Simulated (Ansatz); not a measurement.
TiO:

```
CELL_PARAMETERS angstrom
3.03100 0.00000 0.00000
-1.51550 2.62492 0.00000
0.00000 0.00000 3.23770
ATOMIC_POSITIONS crystal
Ti 0.66667 0.33333 0.00000
O 0.00000 0.00000 0.50000
```

| Item | Value |
| --- | --- |
| Program | Ansatz 0.2.0 |
| Task | relaxation of cell and atoms |
| Functional | BLYP |
| Potentials or basis | Ansatz PAW |
| Cutoff | 420 eV (not typed: the program's choice for these potentials) |
| k mesh | 10 × 10 × 8 |
| Occupations | fermi-dirac, width 0.05 eV |
| Spin | no spin polarisation |

At the start: volume 12.88 Å³/atom.

Problem. Where does the relaxation end?

Solution. It ends after 10 steps and the volume is 10.11 Å³/atom (-21.5 %); space group P-6m2 (No. 187, to 0.05 Å).

The path:
```csv
step,energy change (eV),largest force (eV/Å),volume (Å³)
1,0.0000,0.0000,25.76
2,-0.4779,0.0000,23.23
3,-0.7271,0.0000,20.98
4,-0.7473,0.0000,20.11
5,-0.7482,0.0000,20.22
6,-0.7483,0.0000,20.31
7,-0.7484,0.0000,20.29
8,-0.7399,0.0000,20.29
9,-0.7404,0.0000,20.22
10,-0.7400,0.0000,20.22
```

Final structure:
```
Ti O
1.0
     2.85733    0.00000    0.00000
    -1.42867    2.47452    0.00000
     0.00000    0.00000    2.85986
Ti O
1 1
Direct
  0.66667 0.33333 0.00000
  0.00000 0.00000 0.50000
```

Caveat: the volume moved by over 15 % at a fixed basis, so the end points are rough; the plane-wave basis is chosen anew once the cell has moved, so the energies of steps on either side of that aren't comparable; the pressure holds a Pulay correction of +0.8 GPa for the finite cutoff; the volume moved by -22 % from the deposited cell, more than functionals usually miss; the PAW data sets come from PBE, with cores solved anew for the run's functional, which leaves a small shift of forces and pressure.
